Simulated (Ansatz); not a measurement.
Ansatz input file:

```yaml
crystal:
  lattice:
    - [2.7649655814, 0.0, 0.0]
    - [0.0, 2.7649655814, 0.0]
    - [0.0, 0.0, 2.7649655814]
  atoms:
    - { symbol: Al, position: [0.0, 0.0, 0.0] }
    - { symbol: Co, position: [0.5, 0.5, 0.5] }
basis:
  ecutwfc: 420
kpoints:
  mp_grid: { grid: [14, 14, 14] }
hamiltonian:
  xc: pbesol
scf:
  occupations: { method: gaussian, width: 0.1 }
output:
  forces: true
  stress: true
  eigenvalues: true
```

Launched with
```bash
ansatz run input.yaml --threads 1 --pin off --max-ram 2560MiB --backend cpu --events-out ev --progress --plain --runs-dir out
```

These are results of DFT PBEsol, scalar-relativistic, plane waves, PAW (Ansatz), not measurements.

Part of what the program printed, abridged (iterations and final results):

```
SCF iter   1: F=—  HF=-5618.736541 eV  |F-HF|=—  |Δ(HF+E_count)|=         —  Δρ=3.10e-2  dr2=1.26e-1  ethr=1.77e-3  ⟨swp⟩=4.3  Hψ=7791  notcnv=0
SCF iter   2: F=—  HF=-5618.724851 eV  |F-HF|=—  |Δ(HF+E_count)|=   1.17e-2  Δρ=1.41e-2  dr2=2.96e-2  ethr=6.28e-4  ⟨swp⟩=2.0  Hψ=2991  notcnv=0  defer=7
SCF iter   3: F=—  HF=-5618.721482 eV  |F-HF|=—  |Δ(HF+E_count)|=   3.37e-3  Δρ=1.97e-3  dr2=5.88e-4  ethr=1.48e-4  ⟨swp⟩=1.1  Hψ=1688  notcnv=0  defer=7
SCF iter   4: F=—  HF=-5618.721419 eV  |F-HF|=—  |Δ(HF+E_count)|=   6.29e-5  Δρ=2.15e-4  dr2=1.32e-6  ethr=2.94e-6  ⟨swp⟩=1.7  Hψ=1950  notcnv=0  defer=7
SCF iter   5: F=—  HF=-5618.721465 eV  |F-HF|=—  |Δ(HF+E_count)|=   4.61e-5  Δρ=1.15e-5  dr2=1.90e-8  ethr=6.62e-9  ⟨swp⟩=2.3  Hψ=2569  notcnv=0  defer=7
SCF iter   6: F=-5618.721465 eV  HF=-5618.721465 eV  |F-HF|=2.26e-10  |Δ(HF+E_count)|=   2.08e-9  Δρ=1.31e-6  dr2=2.60e-10  ethr=9.49e-11  ⟨swp⟩=2.5  Hψ=5414  notcnv=0
SCF 1 converged in 6 iterations: F = -5618.721465 eV  dr2 = 2.60e-10
SCF converged after 6 iterations
Free energy (F): -5618.721465 eV
Harris-Foulkes:  -5618.721465 eV  (|F-HF|=2.26e-10)
Internal energy: -5618.718370 eV  (E = F + TS)
E sigma→0 (E₀):  -5618.719918 eV
Entropy (-TS):   -0.003096 eV (-1.548 meV/atom)
Fermi energy:    16.003998 eV
--- Per-component energies (eV) ---
  E_band       = -256.926798
  E_kinetic    = 488.262494
  E_local      = -3560.709225  (includes V_loc(G=0)·N_el)
  E_nonlocal   = 468.858262
  E_hartree    = 1541.232684
  E_xc         = -200.953260
  E_vxc        = -238.617080  (∫ρ·V_xc dr)
  E_paw        = -1940.945703  (= ΣΔE_a)
  E_vpaw       = -497.185697  (= ΣTr[D̂ρ^β])
  E_aug_tail   = 0.000061  (compensation charges beyond the density's cutoff)
  E_ewald      = -2414.671241
  E_core_change = 0.207558  (= ΣΔE_core)
  E_smearing   = -0.003096  (= −TS)
--- Forces (eV/Å), atoms counted from 1 ---
  atom   1  Al     0.00000000     0.00000000     0.00000000
  atom   2  Co     0.00000000     0.00000000     0.00000000
--- Stress (GPa, compression-positive) ---
       13.682502       0.000000       0.000000
        0.000000      13.682502       0.000000
        0.000000       0.000000      13.682502
  P = ⅓ Tr σ = 13.6825 GPa (136.825 kbar)
--- Band table (eV; the first three rows and the last of 120) ---
  k-point 0: bands = ["-78.5834", "-42.0145", "-42.0145", "-42.0145", "4.2618", "12.5514", "12.5514", "15.0584", "15.0584", "15.0584", "22.3894", "22.3894", "22.3894", "25.0846"]
  k-point 1: bands = ["-78.5832", "-42.0176", "-42.0142", "-42.0142", "4.3654", "12.5454", "12.5822", "14.9988", "14.9988", "15.0649", "21.4108", "22.5336", "22.5336", "25.0604"]
  k-point 2: bands = ["-78.5825", "-42.0263", "-42.0136", "-42.0136", "4.6737", "12.4991", "12.6697", "14.8392", "14.8392", "15.0831", "19.8079", "22.9473", "22.9473", "24.9890"]
  k-point 119: bands = ["-78.5691", "-42.0647", "-42.0647", "-42.0647", "11.5988", "11.5988", "11.5988", "15.7560", "15.7560", "18.3160", "18.3160", "18.3160", "20.9831", "21.8770"]
```

Self-consistency was reached.

Time: 3.1 s on 1 thread of Intel(R) Xeon(R) Platinum 8488C (Sapphire Rapids) (shared host), peak memory 0.36 GiB.